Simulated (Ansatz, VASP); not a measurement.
AlRu: VASP beside Ansatz

```
CELL_PARAMETERS angstrom
-3.00408 0.00000 -3.00408
0.00000 -3.00408 -3.00408
-3.00408 -3.00408 0.00000
ATOMIC_POSITIONS crystal
Al 0.50000 0.50000 0.50000
Al 0.00000 0.00000 0.00000
Ru 0.25000 0.25000 0.25000
Ru 0.75000 0.75000 0.75000
```

Alike in both runs: task single point; functional PBE; k mesh 18 × 18 × 18; occupations gaussian, width 0.15 eV; no spin polarisation.

|  | VASP | Ansatz |
| --- | --- | --- |
| version | VASP 6.6.1 | Ansatz 0.2.0 |
| potentials or method | VASP PAW PBE potentials, release 64 (Al, Ru_pv) | scalar-relativistic, plane waves, PAW |
| plane-wave cutoff (eV) | 520 | 420 |
| valence electrons in the cell | 34 | 38 |

```tsv
	VASP	Ansatz	Ansatz less VASP
gap on the k mesh at the Fermi level (eV)	none	none	-
pressure (GPa)	0.0	0.0	+0.02
```

A gap of «none» marks a metal or a gap that the smearing closes. The two sets of potentials don't hold the same shells in valence.
